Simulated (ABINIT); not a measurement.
# Sb in ABINIT: convergence with cutoff

Crystal: Sb.

```
Sb
1.0
     2.15420    1.24373    3.75800
    -2.15420    1.24373    3.75800
     0.00000   -2.48746    3.75800
Sb
2
Direct
  0.76651 0.76651 0.76651
  0.23349 0.23349 0.23349
```

```yaml
Program: ABINIT 10.8.3 (patched build)
Task: single point
Functional: PBE
Potentials_or_basis: PseudoDojo NC SR PBE v0.5 stringent
Cutoff: 544 eV
k_mesh: 4 × 4 × 4
Occupations: cold (ABINIT), width 0.05 eV
Spin: no spin polarisation
```

These are the settings of the first run; the series varies cutoff, with any setting tied to it.

Hardware: 1 thread of Arm Neoverse V2 (shared host).

Problem. The values tried are 20 Ha, 25 Ha, 30 Ha, 35 Ha, 42.5 Ha, 50 Ha, 57.5 Ha, 67.5 Ha, 80 Ha, loosest first. From which on does the pressure stay within 0.1 GPa of the tightest run that finished?

Solution. From 50 Ha on.

```tsv
cutoff	energy less the tightest run (meV/atom)	pressure (GPa)	largest force (eV/Å)	gap on the mesh (eV)	SCF cycles	CPU time (s)	peak memory (GiB)
20 Ha	52582.54	-792.84	0.405	0.221	11	17	0.06
25 Ha	17029.16	-358.31	0.158	0.167	10	21	0.07
30 Ha	4756.02	-136.88	0.079	0.132	10	31	0.08
35 Ha	1043.20	-39.70	0.049	0.120	11	41	0.09
42.5 Ha	58.09	-1.19	0.042	0.117	11	55	0.11
50 Ha	2.00	2.74	0.040	0.117	11	82	0.15
57.5 Ha	1.17	2.79	0.040	0.117	11	89	0.16
67.5 Ha	0.45	2.81	0.041	0.117	10	100	0.19
80 Ha	0.00	2.80	0.041	0.117	11	160	0.24
```

Against the tightest run, the energy stays within 1 meV/atom from 67.5 Ha on; the largest force stays within 0.005 eV/Å from 42.5 Ha on; the gap on the mesh stays within 0.01 eV from 35 Ha on. The tightest run that finished is the yardstick and may itself not be fully converged.

Caveat, for the tightest run too: the k mesh is coarse (spacing up to 0.44 Å⁻¹), so the values aren't converged; spin-orbit coupling is left out, which moves the levels of the heavy elements.
